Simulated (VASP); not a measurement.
# Zn, self-consistent run: which settings are enough?

Zn, I4/mmm (no. 139), 1 atom in the cell. PBEsol; PAW potentials Zn (PBE set). VASP 6.6.1.

Wanted: stress within 0.2 GPa.

What the run is for: stress; Accuracy asked: standard.

POSCAR:
```
Zn
1.0
   -1.5690370000      1.5690370000      1.5925725550
    1.5690370000     -1.5690370000      1.5925725550
    1.5690370000      1.5690370000     -1.5925725550
Zn
1
Direct
    0.0000000000      0.0000000000      0.0000000000
```

The series start from Plane-wave cutoff (eV): 360; Smearing width (eV): 0.1; k-point mesh: 16 × 16 × 16; Precision mode (PREC): Accurate; Electronic threshold (eV): 1e-6; Bands in all (NBANDS): 15; Aspherical gradient terms in the spheres (LASPH): yes; Electronic algorithm: ALGO=Normal; Support grid and gradient cutoff: ADDGRID=False GGA_COMPAT=False; Use of symmetry (ISYM): defaults. Each series keeps the choices made before it, and each single choice may use up half of a tolerance.

## Plane-wave cutoff (eV)

| Plane-wave cutoff (eV) | Stress, largest deviation (GPa) | SCF iterations | Time (s) |
|---|---|---|---|
| 220 | 38.07 | 10 | 6.7 |
| 280 | 1.30 | 10 | 8.6 |
| 320 | 0.15 | 10 | 7.8 |
| 360 | 0.64 | 10 | 16 |
| 410 | 0.54 | 10 | 18 |
| 480 | 0.07 | 10 | 23 |
| 580 | 0.04 | 10 | 22 |
| 720 (reference) | 0.00 | 10 | 25 |

Chosen: 480, the loosest value from which every tighter one stays within half of the tolerance.

## Smearing width (eV)

| Smearing width (eV) | Stress, largest deviation (GPa) | SCF iterations | Time (s) |
|---|---|---|---|
| 0.4 | 0.35 | 10 | 23 |
| 0.3 | 0.27 | 10 | 22 |
| 0.2 | 0.19 | 10 | 21 |
| 0.15 | 0.14 | 10 | 21 |
| 0.1 | 0.07 | 10 | 23 |
| 0.05 (reference) | 0.00 | 10 | 20 |

Chosen: 0.1.

## k-point mesh

| k-point mesh | Stress, largest deviation (GPa) | SCF iterations | Time (s) |
|---|---|---|---|
| 5 × 5 × 5 | 4.15 | 10 | 2.0 |
| 7 × 7 × 7 | 1.46 | 10 | 3.4 |
| 9 × 9 × 9 | 2.25 | 10 | 5.4 |
| 11 × 11 × 11 | 1.53 | 10 | 8.0 |
| 13 × 13 × 13 | 1.07 | 10 | 12 |
| 16 × 16 × 16 | 0.95 | 10 | 23 |
| 19 × 19 × 19 | 0.42 | 10 | 31 |
| 23 × 23 × 23 (reference) | 0.00 | 10 | 56 |

Chosen: 23 × 23 × 23; the next looser run is off by more than half of the tolerance, so convergence isn't shown beyond this value.

## Precision mode (PREC)

| Precision mode (PREC) | Stress, largest deviation (GPa) | SCF iterations | Time (s) |
|---|---|---|---|
| Low | 0.11 | 10 | 27 |
| SingleN | 0.11 | 10 | 24 |
| Normal | 0.04 | 10 | 24 |
| Accurate (reference) | 0.00 | 10 | 56 |

Chosen: Normal.

## Electronic threshold (eV)

| Electronic threshold (eV) | Stress, largest deviation (GPa) | SCF iterations | Time (s) |
|---|---|---|---|
| 0.001 | 0.79 | 9 | 19 |
| 0.0001 | 0.93 | 9 | 20 |
| 1e-5 | 0.81 | 9 | 21 |
| 1e-6 | 0.08 | 10 | 24 |
| 1e-7 | 0.02 | 11 | 26 |
| 1e-8 (reference) | 0.00 | 13 | 33 |

Chosen: 1e-6.

## Bands in all (NBANDS)

| Bands in all (NBANDS) | Stress, largest deviation (GPa) | SCF iterations | Time (s) |
|---|---|---|---|
| 7 | 0.07 | 11 | 11 |
| 8 | 0.08 | 11 | 13 |
| 10 | 0.09 | 11 | 18 |
| 12 | 0.01 | 10 | 18 |
| 15 | 0.01 | 10 | 24 |
| 24 (reference) | 0.00 | 10 | 39 |

Chosen: 7.

## Aspherical gradient terms in the spheres (LASPH)

| Aspherical gradient terms in the spheres (LASPH) | Stress, largest deviation (GPa) | SCF iterations | Time (s) |
|---|---|---|---|
| yes | 0.00 | 11 | 11 |
| no | 0.00 | 11 | 11 |

Chosen: yes; no other choice that stays within half of the tolerance saves 30 % of the time.

## Electronic algorithm

| Electronic algorithm | Stress, largest deviation (GPa) | SCF iterations | Time (s) |
|---|---|---|---|
| ALGO=Normal | 0.00 | 11 | 11 |
| ALGO=Fast | 0.26 | 12 | 13 |
| ALGO=VeryFast | 0.11 | 17 | 15 |
| ALGO=All ISEARCH=1 | 0.01 | 13 | 14 |
| ALGO=All ISEARCH=0 | 0.01 | 13 | 16 |
| ALGO=Damped TIME=0.4 | 0.05 | 24 | 20 |
| ALGO=Damped TIME=0.1 | 0.10 | 35 | 31 |

Chosen: ALGO=Normal.

## Support grid and gradient cutoff

| Support grid and gradient cutoff | Stress, largest deviation (GPa) | SCF iterations | Time (s) |
|---|---|---|---|
| ADDGRID=False GGA_COMPAT=False | 0.00 | 11 | 11 |
| ADDGRID=True GGA_COMPAT=False | 0.03 | 11 | 12 |
| ADDGRID=False GGA_COMPAT=True | 0.00 | 11 | 12 |

Chosen: ADDGRID=False GGA_COMPAT=False.

## Use of symmetry (ISYM)

| Use of symmetry (ISYM) | Stress, largest deviation (GPa) | SCF iterations | Time (s) |
|---|---|---|---|
| defaults | 0.00 | 11 | 11 |
| ISYM=1 | 0.00 | 11 | 12 |
| ISYM=0 | 0.00 | 11 | 67 |
| ISYM=-1 | 0.00 | 11 | 146 |

Chosen: defaults.

## All choices together

| Input | Stress, largest deviation (GPa) | Time (s) |
|---|---|---|
| the program's defaults (naive) | 2.80 | 0.9 |
| chosen settings | 0.07 | 11 |
| reference settings throughout | 0.00 | 149 |

The chosen settings stay within the tolerance of the reference run, but the reference itself isn't shown to be converged in: k-point mesh.

Values of the reference run: Stress: -6.324, 0, 0, 0, -6.324, 0, 0, 0, -4.588 GPa.

## The input

INCAR:
```
GGA      = PS             # functional
ISMEAR   = 1              # smearing method
SIGMA    = 0.1            # smearing width, eV
LWAVE    = False          # write WAVECAR
LCHARG   = False          # write CHGCAR
ISIF     = 2              # what is computed and relaxed
PREC     = Normal         # precision mode
LASPH    = True           # aspherical terms in the spheres
LREAL    = False          # projectors in reciprocal space
ALGO     = Normal         # electronic algorithm
EDIFF    = 1E-6           # SCF threshold, eV
NELM     = 120            # most SCF steps
GGA_COMPAT= False        
ENCUT    = 480            # plane-wave cutoff, eV
NBANDS   = 7              # bands
ADDGRID  = False         
```

KPOINTS:
```
Automatic mesh
0
Gamma
  23 23 23
  0 0 0
```

Commands:
```
cat potpaw_PBE.64/Zn/POTCAR > POTCAR
mpirun -np 1 vasp_std > vasp.out
```

The chosen input took VASP 6.6.1 11 s on 1 core (Intel Xeon 6975P-C (Granite Rapids)), a shared host.

## An input that fails: mixing far too strong

VASP's message: ERROR FEXCP: supplied Exchange-correletion table is too small, maximal index : 5537.

Changes against the starting input:
```
- NELM = 120
+ NELM = 62
+ IMIX = 1
+ AMIX = 2.0
+ BMIX = 0.0001
```
